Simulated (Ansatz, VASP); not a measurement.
# Zn35H2O36 (Zn vacancy with two H in ZnO): VASP beside Ansatz, part 2 of 2

Aim: how closely do two programs agree when they are given the same cell, functional and k mesh? Of the first pair: The structure shown is the start of the Ansatz relaxation below; VASP solves that cell, so the two are compared at the walk's first step.

VASP 6.6.1 and Ansatz 0.2.0.

So far: The starting structure; Ansatz: relaxation, PBE.

## Step 3: VASP: single point, PBE, start cell, pair 1

Level of this step: PBE; plane waves and PAW (Zn, O, H) (VASP).

The same cell, functional, mesh and smearing now go to VASP, with its own data sets.

Lines of VASP's logs that name or quote its potential files are left out, and so is its time.

File INCAR:

```
SYSTEM = Zn35H2O36
PREC = Accurate
ENCUT = 520
EDIFF = 1E-06
NELM = 120
ISMEAR = -1
SIGMA = 0.01
LREAL = Auto
ALGO = Normal
GGA = PE
NBANDS = 376
LORBIT = 11
LWAVE = .FALSE.
LCHARG = .FALSE.
ISIF = 2
ISYM = 0
LASPH = .TRUE.
GGA_COMPAT = .FALSE.
EFERMI = MIDGAP
NCORE = 2
```

File POSCAR:

```
Zn35H2O36
1.0
    9.7479240473      0.0000000000      0.0000000000
   -4.8739620236      8.4419498591      0.0000000000
    0.0000000000      0.0000000000     10.4114180000
Zn O H
35 36 2
Direct
    0.1113891302      0.2214083276      0.2478246479
    0.2233540081      0.1102501218      0.9984797460
    0.1102488282      0.2199365112      0.7499426111
    0.2202981887      0.1106951611      0.4985134590
    0.1110937906      0.5548744162      0.2476961351
    0.2211985104      0.4454686492      0.0004766882
    0.1101816836      0.5532225467      0.7497606954
    0.2227584054      0.4465264616      0.5002963093
    0.1124667599      0.8909348107      0.2504280397
    0.2200827861      0.7771191620      0.0002406012
    0.1126788668      0.8891608130      0.7481527492
    0.2221828711      0.7779744146      0.5014208439
    0.4446037173      0.2221724876      0.2475980697
    0.5558018903      0.1092726225      0.0000370747
    0.4455349758      0.2209861503      0.7491552063
    0.5560642259      0.1097515403      0.5006229699
    0.4459421059      0.5578881750      0.2493814964
    0.5559641627      0.4443057662      0.0013756051
    0.4445239082      0.5535519729      0.7493492241
    0.4458424101      0.8887533242      0.2508505566
    0.5569755490      0.7768918448      0.9998737924
    0.4464386283      0.8908343600      0.7489750195
    0.5574659199      0.7778253969      0.4987568456
    0.7761480968      0.2212466351      0.2508970440
    0.8869051412      0.1099538632      0.0005495889
    0.7778602936      0.2242059040      0.7488959717
    0.8866768006      0.1092710826      0.4995380072
    0.7772375051      0.5557241015      0.2513356010
    0.8886433789      0.4439860533      0.0013954871
    0.7795076072      0.5572743357      0.7505518461
    0.8910568450      0.4450033538      0.5001093991
    0.7797666530      0.8888822044      0.2490515701
    0.8866973838      0.7769713288      0.9988333001
    0.7772889070      0.8886702865      0.7513903486
    0.8890971844      0.7794446911      0.4982777562
    0.2236073486      0.1120327668      0.1915376945
    0.1095523770      0.2203546611      0.4410210982
    0.2238640828      0.1104678440      0.6901900394
    0.1117661378      0.2221664463      0.9418049491
    0.2241495942      0.4465933893      0.1901225174
    0.1132890477      0.5569988070      0.4393148945
    0.2198826261      0.4434140290      0.6897213233
    0.1133953275      0.5563502601      0.9403863143
    0.2208834127      0.7762193699      0.1913428123
    0.1131097476      0.8904620527      0.4391136731
    0.2233938501      0.7790280812      0.6915434574
    0.1118830574      0.8882251287      0.9415213182
    0.5542006037      0.1116858091      0.1889412182
    0.4439351279      0.2239713611      0.4399885779
    0.5558932227      0.1094415408      0.6908018677
    0.4436473196      0.2213173534      0.9417398283
    0.5550731071      0.4461986938      0.1902098254
    0.4463079415      0.5560705854      0.4388739363
    0.5578463693      0.4456152977      0.6895050223
    0.4421503634      0.5540265079      0.9396744997
    0.5534377044      0.7767675844      0.1908538299
    0.4455081034      0.8909749673      0.4390838020
    0.5564854424      0.7801277086      0.6899118833
    0.4421135220      0.8878376590      0.9403206172
    0.8876963608      0.1095001766      0.1913552025
    0.7780393357      0.2226113672      0.4418879350
    0.8884942442      0.1129063802      0.6896663836
    0.7757977516      0.2222640541      0.9395705753
    0.8910062149      0.4448754213      0.1893637351
    0.7789887921      0.5553694441      0.4414694521
    0.8889027967      0.4438731647      0.6918371734
    0.7756955581      0.5543767824      0.9409013258
    0.8892607640      0.7781499665      0.1918832766
    0.7784542906      0.8911750396      0.4402449311
    0.8878006811      0.7766227127      0.6916016627
    0.7771407408      0.8871437434      0.9412743778
    0.5535859927      0.4423781309      0.5935881164
    0.4982342947      0.3337463556      0.4697261218
```

File KPOINTS:

```
Points of the shifted mesh
1
Reciprocal
 0.2500000000  0.2500000000  0.2500000000 1
```

PAW data sets: Zn, O and H (PBE family, release 64).

Command:

```bash
> mpirun -np 8 vasp_std
```

Numbers of over 12 decimals in the logs are rounded to 6 here.

The program printed:

```text
[banner, memory and clock lines left out]
running    8 mpi-ranks, on    1 nodes
[...]
LDA part: xc-table for (Slater+PW92), standard interpolation
 POSCAR, INCAR and KPOINTS ok, starting setup
[...]
entering main loop
       N       E                     dE             d eps       ncg     rms          rms(c)
DAV:   1     0.950186938315E+04    0.95019E+04   -0.26961E+05   752   0.246E+03
DAV:   2     0.202651366087E+04   -0.74754E+04   -0.71440E+04   752   0.691E+02
DAV:   3    -0.795514976576E+02   -0.21061E+04   -0.19898E+04   768   0.288E+02
DAV:   4    -0.373384096950E+03   -0.29383E+03   -0.28869E+03   840   0.113E+02
[...]
DAV:  17    -0.325762373928E+03   -0.13972E-04   -0.14986E-04   816   0.466E-02    0.194E-02
DAV:  18    -0.325762372911E+03    0.10163E-05   -0.40218E-05   896   0.277E-02    0.152E-02
DAV:  19    -0.325762372380E+03    0.53114E-06   -0.53303E-06   760   0.223E-02
   1 F= -.32576237E+03 E0= -.32576237E+03  d E =0.000000E+00
```

Parts of OUTCAR (step 3):

```text
  FREE ENERGIE OF THE ION-ELECTRON SYSTEM (eV)
  ---------------------------------------------------
  free  energy   TOTEN  =      -325.7623723801 eV

  energy  without entropy=     -325.7623723801  energy(sigma->0) =     -325.76237238

[... 1 further part left out ...]
```

The run ends at a pressure of 5.67 GPa, with forces up to 1.2 eV/Å.

## Step 4: Differences

Known differences besides the potentials themselves: the cutoff is 420 eV in Ansatz and 520 eV in VASP (PREC = Accurate, projectors in real space). Total energies have different zeros and are not compared.

Forces on 9 of the 73 atoms, those with the largest forces and the largest differences (eV/Å; atoms numbered as in POSCAR):

```
atom          Ansatz x, y, z            VASP x, y, z
 Zn8    0.728, 0.225, -0.526    0.738, 0.213, -0.530
Zn17    0.047, -0.224, 0.886    0.049, -0.234, 0.888
Zn19    -0.959, 0.636, 0.002   -0.965, 0.644, -0.003
Zn23   0.029, -0.827, -0.254   0.020, -0.825, -0.250
Zn35  -0.110, -0.864, -0.172  -0.107, -0.865, -0.164
 O54  -0.099, -0.512, -0.930  -0.097, -0.519, -0.913
 O65     0.241, 0.002, 0.142    0.186, -0.031, 0.169
 H72     0.085, 0.856, 0.705     0.084, 0.861, 0.615
 H73    0.011, 0.383, -0.683    0.011, 0.490, -0.653
```

The forces differ by 14 meV/Å r.m.s., which is 4.8 % of the r.m.s. force of 0.291 eV/Å (both taken over all components).

## Step 5: Ansatz: relaxation, PBE

This run makes the geometry at which the two programs are then compared.

The structure compared here is the end of the Ansatz relaxation.

This is the run of step 2 again, met here at its other cell.

## Step 6: VASP: single point, PBE, relaxed atoms in a fixed cell, pair 2

The same cell, functional, mesh and smearing now go to VASP, with its own data sets.

INCAR is that of step 3.

File POSCAR:

```
Zn35H2O36
1.0
    9.7479240500     -0.0000000029      0.0000000000
   -4.8739620225      8.4419498614      0.0000000000
    0.0000000000      0.0000000000     10.4114180000
Zn O H
35 36 2
Direct
    0.1104199826      0.2223747091      0.2490750764
    0.2222133523      0.1108125749      0.9983228315
    0.1105977180      0.2238859387      0.7506309621
    0.2152209815      0.1089680038      0.4995270063
    0.1100336602      0.5538022860      0.2512547687
    0.2233088646      0.4451803879      0.0021388771
    0.1114917816      0.5571295138      0.7504017246
    0.2273319863      0.4460687481      0.4988635631
    0.1077303720      0.8851378638      0.2505953479
    0.2223885358      0.7776315960      0.0004853261
    0.1123745433      0.8914424321      0.7491454989
    0.2214977756      0.7758198950      0.4994539422
    0.4429154193      0.2193127800      0.2386976206
    0.5559113261      0.1108826902      0.9982970521
    0.4444837605      0.2227104713      0.7472885689
    0.5615829257      0.1083536827      0.4997876548
    0.4457307719      0.5514548416      0.2612902320
    0.5570337779      0.4468157980      0.0002953808
    0.4397758376      0.5632026399      0.7503343634
    0.4436424579      0.8851092274      0.2505581842
    0.5553705579      0.7768695862      0.0022379258
    0.4451278035      0.8914282419      0.7492909304
    0.5535156208      0.7678459748      0.4973466762
    0.7783732310      0.2223097781      0.2490116491
    0.8887662085      0.1102209446      0.9999287142
    0.7796808611      0.2239065136      0.7506453629
    0.8885800863      0.1091891368      0.4997331172
    0.7719884028      0.5514283422      0.2610938335
    0.8889878946      0.4452699000      0.0019793875
    0.7889258428      0.5629554785      0.7496711759
    0.8859301093      0.4458045725      0.4986930307
    0.7766231352      0.8869091126      0.2506255260
    0.8886509608      0.7767051192      0.0020698024
    0.7780834932      0.8899787632      0.7502621048
    0.8815052250      0.7676094382      0.4971846010
    0.2193923298      0.1078822436      0.1895137321
    0.1101833859      0.2222766367      0.4395970088
    0.2242989866      0.1148109968      0.6891065871
    0.1115786891      0.2227750214      0.9409678990
    0.2240999771      0.4448731917      0.1918075281
    0.1104794112      0.5538891707      0.4416881141
    0.2208270378      0.4447140937      0.6910660679
    0.1112117331      0.5553739415      0.9412747618
    0.2215303221      0.7766958384      0.1909761032
    0.1105600350      0.8885550408      0.4414217947
    0.2229260057      0.7796121260      0.6906971326
    0.1108462683      0.8885547737      0.9399835434
    0.5550535982      0.1078756635      0.1894545101
    0.4448812345      0.2210780898      0.4358142286
    0.5569757751      0.1148072951      0.6892599261
    0.4457171081      0.2243231141      0.9371878594
    0.5542522952      0.4420850091      0.1889214798
    0.4467332707      0.5471675033      0.4476517645
    0.5594993742      0.4534244936      0.6882464437
    0.4446564975      0.5554914423      0.9388129565
    0.5537023383      0.7729894246      0.1920362588
    0.4450151402      0.8882994073      0.4413738527
    0.5570259776      0.7819657351      0.6896454413
    0.4447336518      0.8885624920      0.9400917663
    0.8879494751      0.1092839939      0.1902056810
    0.7797064135      0.2220525833      0.4395570495
    0.8892332683      0.1119703642      0.6907448300
    0.7784082854      0.2227896370      0.9409648101
    0.8872364908      0.4447855689      0.1916707457
    0.7673632077      0.5467427555      0.4474465808
    0.8899531738      0.4446752239      0.6909558913
    0.7777526502      0.5554486261      0.9383989446
    0.8857102669      0.7729626201      0.1919142285
    0.7777099853      0.8880998520      0.4408899520
    0.8911599760      0.7819283447      0.6894783170
    0.7774193518      0.8877552235      0.9410759149
    0.5689670001      0.4743359447      0.5948581517
    0.5039055397      0.3363390490      0.4509547335
```

KPOINTS is that of step 3.

Command:

```bash
> mpirun -np 8 vasp_std
```

The program printed:

```text
[... set-up lines as in an earlier step ...]
 entering main loop
       N       E                     dE             d eps       ncg     rms          rms(c)
DAV:   1     0.947913149918E+04    0.94791E+04   -0.26985E+05   752   0.246E+03
DAV:   2     0.201318642061E+04   -0.74659E+04   -0.71311E+04   752   0.692E+02
DAV:   3    -0.799924401120E+02   -0.20932E+04   -0.19811E+04   760   0.288E+02
DAV:   4    -0.373578730415E+03   -0.29359E+03   -0.28832E+03   840   0.113E+02
[...]
DAV:  17    -0.326473936964E+03    0.81465E-05   -0.10125E-04   944   0.467E-02    0.120E-02
DAV:  18    -0.326473938873E+03   -0.19091E-05   -0.23961E-05   896   0.178E-02    0.886E-03
DAV:  19    -0.326473938580E+03    0.29273E-06   -0.16854E-06   536   0.884E-03
   1 F= -.32647394E+03 E0= -.32647394E+03  d E =0.000000E+00
```

From OUTCAR (step 6):

```text
  FREE ENERGIE OF THE ION-ELECTRON SYSTEM (eV)
  ---------------------------------------------------
  free  energy   TOTEN  =      -326.4739385802 eV

  energy  without entropy=     -326.4739385802  energy(sigma->0) =     -326.47393858

[... 1 part as in an earlier step ...]
```

The run ends at a pressure of 5.35 GPa, with forces up to 0.099 eV/Å.

## Step 7: Comparison

Both answers:

```
              quantity  Ansatz   VASP  difference
gap on the k mesh (eV)   2.330  2.321      +0.009
```

The largest component of a force difference here is 99 meV/Å. A gap on the mesh is an upper bound, since the band edges may lie between its points.

## Step 8: Outcome

| Quantity | Value |
| --- | --- |
| r.m.s. force difference (single point, PBE, start cell, pair 1) | 4.8 % of the r.m.s. force |
| r.m.s. force difference (single point, PBE, relaxed atoms in a fixed cell, pair 2) | 16 meV/Å |

The r.m.s. force difference is 4.8 % of the r.m.s. force (single point, PBE, start cell, pair 1), beyond the 3 % picked in this series as the mark of a large difference. What causes the difference of the single point, PBE, start cell, pair 1 pair stays open here. What causes the difference of the single point, PBE, relaxed atoms in a fixed cell, pair 2 pair stays open here. How closely two codes agree says nothing of how well the functional describes the real material.

[Lines on the potential files, build, host, timing and source positions are cut from VASP's logs without a mark.]

[Logs are printed without paths, hosts, clocks, repeated set-up lines and the standing remarks that a program may print on its own settings, such as how far it seeks lower states.]

[Hosts, paths, dates, database ids (printed as entryN), source tags and the programs' standing remarks are cut or masked in the printed files.]
